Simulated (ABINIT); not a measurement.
Al: optical spectrum with PBE

Crystal: Al.

```
Al
1.0
     0.00000    2.02481    2.02481
     2.02481    0.00000    2.02481
     2.02481    2.02481    0.00000
Al
1
Direct
  0.00000 0.00000 0.00000
```

| Item | Value |
| --- | --- |
| Program | ABINIT 10.8.3 (patched build) |
| Task | optical spectrum |
| Functional | PBE |
| Potentials or basis | Ansatz NC PBE |
| Cutoff | 408 eV |
| k mesh | 12 × 12 × 12, with 4 shifts |
| Occupations | methfessel-paxton, width 0.1 eV |
| Spin | no spin polarisation |
| Bands in the sums | 14 |
| Broadening (eV) | 0.1 |
| Scissor shift (eV) | 0 |
| Tensor components | [11] |

```yaml
Pressure: -0.5 GPa
```

Dielectric function (mean over the directions given):
```
energy (eV)  real part  imaginary part
       0.33      55.44          251.65
       0.76     -21.97           16.52
       1.31       0.93            7.88
       1.74      26.87           14.68
       2.29     -30.18           17.16
       2.83     -11.36            2.83
       3.27      -6.55            0.96
       3.81      -3.12            0.85
       4.25      -0.11            1.82
       4.79      -4.52            1.29
       5.33      -2.35            0.44
       5.77      -1.59            0.18
       6.31      -0.90            0.19
       6.75      -0.47            0.21
       7.29      -0.95            0.89
       7.84      -0.46            0.14
       8.27      -0.27            0.07
       8.82      -0.02            0.05
       9.36       0.12            0.07
       9.80       0.26            0.18
      10.34       0.14            0.09
      10.78       0.28            0.06
      11.32       0.36            0.02
      11.86       0.44            0.03
      12.30       0.51            0.04
      12.84       0.50            0.11
      13.28       0.52            0.03
      13.82       0.57            0.02
      14.37       0.62            0.03
      14.80       0.65            0.02
      15.35       0.68            0.05
      15.89       0.67            0.03
      16.33       0.70            0.01
      16.87       0.72            0.03
      17.31       0.73            0.02
      17.85       0.76            0.02
      18.39       0.76            0.03
      18.83       0.77            0.01
      19.38       0.79            0.02
      19.92       0.80            0.01
```

It took 76 s on 1 thread of AMD EPYC 7R43 64-Core Processor (Zen 3), on a shared host, peak memory 0.96 GiB.

Caveat: the intraband (Drude) term is left out; spectra need much finer meshes, so this one isn't converged; independent-particle spectra lack excitons.
